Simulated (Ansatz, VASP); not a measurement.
# Te (dimer Te chain) in two plane-wave programs, part 2 of 2

Wanted: the spread between two codes on one cell, functional and k mesh. The structure shown is the start of the Ansatz relaxation below; VASP solves that cell, so the two are compared at the walk's first step.

VASP 6.6.1 and Ansatz 0.2.0.

So far: The structure; Ansatz: relaxation, PBEsol.

## Step 3: VASP: single point, PBEsol, start cell

Level of this step: PBEsol, zero-moment start; plane waves and PAW (Te) (VASP).

The same cell, functional, mesh and smearing now go to VASP, with its own data sets.

Lines of VASP's logs that name or quote its potential files are left out, and so is its time.

File INCAR:

```
SYSTEM = Te
PREC = Accurate
ENCUT = 400
EDIFF = 1E-06
NELM = 200
ISMEAR = -1
SIGMA = 0.05
LREAL = .FALSE.
ALGO = Normal
GGA = PS
NBANDS = 13
ISPIN = 2
MAGMOM = 0 0
LORBIT = 11
LWAVE = .FALSE.
LCHARG = .FALSE.
ISIF = 2
LASPH = .TRUE.
GGA_COMPAT = .FALSE.
KPAR = 2
```

File POSCAR:

```
Te
1.0
    7.5000000000      0.0000000000      0.0000000000
    0.0000000000      7.5000000000      0.0000000000
    0.0000000000      0.0000000000      5.2440000000
Te
2
Direct
    0.5000000000      0.5000000000      1.0000000000
    0.5000000000      0.5000000000      0.4500000000
```

File KPOINTS:

```
Automatic mesh
0
Gamma
1 1 16
0 0 0
```

Potentials, in the order of the species: Te (PBE family, release 64).

Launch:

```bash
$ mpirun -np 2 vasp_std
```

Numbers of over 12 decimals in the logs are rounded to 6 here.

Output:

```text
[banner, memory and clock lines left out]
running    2 mpi-ranks, on    1 nodes
 distrk:  each k-point on    1 cores,    2 groups
 distr:  one band on    1 cores,    1 groups

 POSCAR found type information on POSCAR Te
 POSCAR found :  1 types and       2 ions
|                                                                             |
|               ----> ADVICE to this user running VASP <----                  |
|                                                                             |
|     You enforced a specific xc type in the INCAR file but a different       |
|     [... a line on the potential file left out ...]
|     I HOPE YOU KNOW WHAT YOU ARE DOING!                                     |
|                                                                             |

 LDA part: xc-table for (Slater+PW92), standard interpolation
 POSCAR, INCAR and KPOINTS ok, starting setup
 FFT: planning ... GRIDC
 FFT: planning ... GRID_SOFT
 FFT: planning ... GRID
 WAVECAR not read
 entering main loop
       N       E                     dE             d eps       ncg     rms          rms(c)
DAV:   1     0.642954697298E+02    0.64295E+02   -0.30263E+03   468   0.491E+02
DAV:   2     0.186619068375E+01   -0.62429E+02   -0.58531E+02   700   0.971E+01
DAV:   3    -0.462912408931E+01   -0.64953E+01   -0.64260E+01   616   0.362E+01
DAV:   4    -0.482632083195E+01   -0.19720E+00   -0.19715E+00   586   0.769E+00
DAV:   5    -0.483160610641E+01   -0.52853E-02   -0.52852E-02   722   0.141E+00    0.122E+01
DAV:   6    -0.478560332335E+01    0.46003E-01   -0.36098E-02   583   0.827E-01    0.702E+00
DAV:   7    -0.476433829078E+01    0.21265E-01   -0.59469E-02   573   0.104E+00    0.409E-01
DAV:   8    -0.476405677141E+01    0.28152E-03   -0.19437E-03   508   0.271E-01    0.160E-01
DAV:   9    -0.476405442211E+01    0.23493E-05   -0.10082E-04   576   0.628E-02    0.647E-02
DAV:  10    -0.476420067432E+01   -0.14625E-03   -0.37598E-05   488   0.352E-02    0.277E-02
DAV:  11    -0.476444837305E+01   -0.24770E-03   -0.48648E-05   488   0.395E-02    0.135E-02
DAV:  12    -0.476460070528E+01   -0.15233E-03   -0.17301E-05   514   0.234E-02    0.128E-02
DAV:  13    -0.476471452881E+01   -0.11382E-03   -0.13359E-05   488   0.214E-02    0.568E-03
DAV:  14    -0.476475578271E+01   -0.41254E-04   -0.38618E-06   570   0.106E-02    0.200E-03
DAV:  15    -0.476476173934E+01   -0.59566E-05   -0.39439E-07   512   0.349E-03    0.116E-03
DAV:  16    -0.476476696352E+01   -0.52242E-05   -0.33550E-07   488   0.265E-03    0.543E-04
DAV:  17    -0.476476818574E+01   -0.12222E-05   -0.78377E-08   512   0.125E-03    0.600E-04
DAV:  18    -0.476476829798E+01   -0.11223E-06   -0.10116E-08   486   0.456E-04
   1 F= -.47647683E+01 E0= -.47558558E+01  d E =-.178251E-01  mag=     0.0000
```

Parts of OUTCAR (step 3):

```text
ion  position               nearest neighbor table
   1  0.500  0.500  0.000-   2 2.36   2 2.88
   2  0.500  0.500  0.450-   1 2.36   1 2.88

  LATTYP: Found a simple tetragonal cell.
 ALAT       =     7.5000000000
 C/A-ratio  =     0.6992000000

 Subroutine GETGRP returns: Found 16 space group operations
 (whereof  8 operations were pure point group operations)

The static configuration has the point symmetry C_4v.
 The point group associated with its full space group is D_4h.

 Found      9 irreducible k-points:

   k-points           NKPTS =      9   k-points in BZ     NKDIM =      9   number of bands    NBANDS=     13

   dimension x,y,z NGX =    50 NGY =   50 NGZ =   36
   dimension x,y,z NGXF=   100 NGYF=  100 NGZF=   72

   ENCUT  =  400.0 eV  29.40 Ry    5.42 a.u.  12.23 12.23  8.55*2*pi/ulx,y,z

   NELECT =      12.0000    total number of electrons

 k-points in reciprocal lattice and weights: Automatic mesh
   0.00000000  0.00000000  0.00000000       0.062
   0.00000000  0.00000000  0.06250000       0.125
   0.00000000  0.00000000  0.12500000       0.125
   0.00000000  0.00000000  0.18750000       0.125
   0.00000000  0.00000000  0.25000000       0.125
   0.00000000  0.00000000  0.31250000       0.125
   0.00000000  0.00000000  0.37500000       0.125
   0.00000000  0.00000000  0.43750000       0.125
   0.00000000  0.00000000  0.50000000       0.062

 average (electrostatic) potential at core
       1 -96.6383       2 -96.6383

 E-fermi :  -2.3965

 spin component 1
 k-point     1 :       0.0000    0.0000    0.0000
  band No.  band energies     occupation
      1     -15.7978      1.00000
      2     -10.2504      1.00000
      3      -8.1686      1.00000
      4      -5.5728      1.00000
      5      -5.5728      1.00000
      6      -1.4903      0.00000
      7      -1.4903      0.00000
      8       0.8409      0.00000
      9       2.2787      0.00000
     10       3.3058      0.00000
    ...

 k-point     2 :       0.0000    0.0000    0.0625
  band No.  band energies     occupation
      1     -15.7825      1.00000
      2     -10.4491      1.00000
      3      -7.9170      1.00000
      4      -5.5531      1.00000
      5      -5.5531      1.00000
      6      -1.5657      0.00000
      7      -1.5657      0.00000
      8       0.8612      0.00000
      9       2.2993      0.00000
     10       3.3256      0.00000
    ...

 k-point     3 :       0.0000    0.0000    0.1250
  band No.  band energies     occupation
      1     -15.7372      1.00000
      2     -10.8787      1.00000
      3      -7.3288      1.00000
      4      -5.4947      1.00000
      5      -5.4947      1.00000
      6      -1.7718      0.00000
      7      -1.7718      0.00000
      8       0.9216      0.00000
      9       2.3610      0.00000
     10       3.3846      0.00000
    ...

 k-point     4 :       0.0000    0.0000    0.1875
  band No.  band energies     occupation
      1     -15.6646      1.00000
      2     -11.3571      1.00000
      3      -6.5862      1.00000
      4      -5.3995      1.00000
      5      -5.3995      1.00000
      6      -2.0640      0.00129
      7      -2.0640      0.00129
      8       1.0212      0.00000
      9       2.4636      0.00000
     10       3.4826      0.00000
    ...

 k-point     5 :       0.0000    0.0000    0.2500
  band No.  band energies     occupation
      1     -15.5701      1.00000
      2     -11.8119      1.00000
      3      -5.7621      1.00000
      4      -5.2719      1.00000
      5      -5.2719      1.00000
      6      -2.3965      0.49998
      7      -2.3965      0.49998
      8       1.1556      0.00000
      9       2.6069      0.00000
     10       3.1065      0.00000
    ...

 k-point     6 :       0.0000    0.0000    0.3125
  band No.  band energies     occupation
    ...
      3      -5.1201      1.00000
      4      -5.1201      1.00000
      5      -4.8925      1.00000
      6      -2.7310      0.99876
      7      -2.7310      0.99876
      8       1.2939      0.00000
      9       2.0939      0.00000
     10       2.7900      0.00000
     11       3.3979      0.00000
     12       3.7913      0.00000
    ...

  Total        0.2684183      0.2684183     15.3272879      0.0000000      0.0000000     -0.0000000
  in kB        1.4579330      1.4579330     83.2512354      0.0000000      0.0000000     -0.0000000
  external PRESSURE =      28.7223671 kB  Pullay stress =       0.0000000 kB

  energy-cutoff  :      400.00
  volume of cell :      294.97
      direct lattice vectors                 reciprocal lattice vectors
     7.500000000  0.000000000  0.000000000     0.133333333  0.000000000  0.000000000
     0.000000000  7.500000000  0.000000000     0.000000000  0.133333333  0.000000000
     0.000000000  0.000000000  5.244000000     0.000000000  0.000000000  0.190694127

 POSITION                                       TOTAL-FORCE (eV/Angst)
 -----------------------------------------------------------------------------------
      3.75000      3.75000      0.00000         0.000000      0.000000     -4.799521
      3.75000      3.75000      2.35980         0.000000     -0.000000      4.799521
 -----------------------------------------------------------------------------------
    total drift:                                0.000000     -0.000000     -0.000016

  FREE ENERGIE OF THE ION-ELECTRON SYSTEM (eV)
  ---------------------------------------------------
  free  energy   TOTEN  =        -4.7647682980 eV

  energy  without entropy=       -4.7469432243  energy(sigma->0) =       -4.75585576

 total charge
# of ion       s       p       d       tot
------------------------------------------
    1        1.421   1.972   0.068   3.461
    2        1.421   1.972   0.068   3.461
--------------------------------------------------
tot          2.842   3.944   0.136   6.922

 magnetization (x)
# of ion       s       p       d       tot
------------------------------------------
    1        0.000   0.000  -0.000   0.000
    2        0.000   0.000  -0.000   0.000
--------------------------------------------------
tot          0.000   0.000  -0.000   0.000

[... 4 further parts left out ...]
```

## Step 4: Differences

Known differences besides the potentials themselves: the data sets hold 32 valence electrons in Ansatz (on its default PAW (the set named soft_2) files) and 12 in VASP; the cutoff is 420 eV in Ansatz and 400 eV in VASP; Ansatz makes its cores anew for this functional, VASP keeps those of its PBE data sets. Total energies have different zeros and are not compared.

Forces (eV/Å; atoms numbered as in POSCAR):

```
atom        Ansatz x, y, z          VASP x, y, z
 Te1  0.000, 0.000, -4.592  0.000, 0.000, -4.800
 Te2   0.000, 0.000, 4.592   0.000, 0.000, 4.800
```

The forces differ by 120 meV/Å r.m.s., which is 4.3 % of the r.m.s. force of 2.771 eV/Å (both taken over all components). Moments aren't recorded for both runs of this pair, so they may hold unlike magnetic states.

## Step 5: What the set-up changes

Further runs change the set-up of one program: Ansatz's method, potentials or start, or VASP's data sets, cutoff or form of LDA. The table gives that difference for each run.

```
                                                    run  r.m.s. force difference (meV/Å)
                                               as above                              120
VASP with the data sets Te_sv_GW and a cutoff of 520 eV                              8.1
```

## Step 6: Summary of results

| Quantity | Value |
| --- | --- |
| r.m.s. force difference (single point, PBEsol, start cell) | 4.3 % of the r.m.s. force |

**Reading.** The r.m.s. force difference is 4.3 % of the r.m.s. force (single point, PBEsol, start cell), beyond the 3 % picked in this series as the mark of a large difference. The data sets hold unlike numbers of valence electrons (32 in Ansatz and 12 in VASP), so part of the differences comes from the potentials. Single point, PBEsol, start cell, VASP with the data sets Te_sv_GW and a cutoff of 520 eV: r.m.s. force difference goes from 120 to 8.1 meV/Å. Such differences can come from data sets, numerical settings and the points named under the comparisons, not from the functional's error against experiment.

[Lines on the potential files, build, host, timing and source positions are cut from VASP's logs without a mark.]

[Logs are printed without paths, hosts, clocks, repeated set-up lines and the standing remarks that a program may print on its own settings, such as how far it seeks lower states.]

[Hosts, paths, dates, database ids (printed as entryN), source tags and the programs' standing remarks are cut or masked in the printed files.]
